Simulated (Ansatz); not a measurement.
**V in Ansatz: the effect of functional**

V:

```
V
1.0
    -1.52438    1.52438    1.52438
     1.52438   -1.52438    1.52438
     1.52438    1.52438   -1.52438
V
1
Direct
  0.00000 0.00000 0.00000
```

The cell isn't the ideal one: volume scaled by 1.02.

Alike in all runs:

* Program: Ansatz 0.2.0
* Task: single point
* Potentials or basis: Ansatz PAW
* k mesh: 12 × 12 × 12
* Occupations: fermi-dirac, width 0.05 eV
* Spin: collinear spin, ferromagnetic start
* Starting moments: [2.0] μB

| functional | cutoff | pressure (GPa) | moment (μB) |
| --- | --- | --- | --- |
| LDA | 420 eV (not typed: the program's choice for these potentials) | -20.4 | 0.00 |
| r2SCAN | 500 eV (not typed: the program's choice for these potentials) | -9.8 | 0.56 |
| PBE | 420 eV (not typed: the program's choice for these potentials) | ? | ? |

Q: What does the run with functional PBE give?

A: Pressure -8.4 GPa; moment 0.00 μB.

Caveats: the PAW data sets come from PBE, with cores solved anew for the run's functional, which leaves a small shift of forces and pressure (some runs); the starting moments weren't kept (some runs); the magnetic or orbital state may not be the lowest (some runs).
